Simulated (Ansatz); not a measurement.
**As in Ansatz: the effect of target pressure**

Crystal: As.

```
CELL_PARAMETERS angstrom
4.56640 0.00000 0.00000
-2.28320 3.95462 0.00000
0.00000 0.00000 2.83374
ATOMIC_POSITIONS crystal
As 0.33333 0.66667 0.00000
As 0.66667 0.33333 0.00000
```

The cell was built by a generator and needn't be a form met in nature.

Alike in all runs:

* Program: Ansatz 0.2.0
* Task: relaxation of cell and atoms
* Functional: PBEsol
* Potentials or basis: Ansatz PAW
* Cutoff: 420 eV (not typed: the program's choice for these potentials)
* k mesh: 7 × 7 × 9
* Occupations: fermi-dirac, width 0.05 eV
* Spin: no spin polarisation

Each run relaxes the cell or the atoms first.

```csv
target pressure,relaxed volume (Å³/atom)
0 GPa,24.30
2 GPa,23.43
5 GPa,22.45
10 GPa,21.19
20 GPa,19.48
30 GPa,?
```

What does the run with target pressure 30 GPa give?

Relaxed volume 18.22 Å³/atom.

Worked out: In Murnaghan's law V^(-B') rises as a straight line in P. The other rows fit best with B' = 4.5, V0 = 24.28 Å³/atom and B0 = 53 GPa, which gives 18.33 Å³/atom at 30 GPa, against the run's 18.22.

Caveats: the plane-wave basis is chosen anew once the cell has moved, so the energies of steps on either side of that aren't comparable; the PAW data sets come from PBE, with cores solved anew for the run's functional, which leaves a small shift of forces and pressure; the volume moved by over 15 % at a fixed basis, so the end points are rough (some runs).
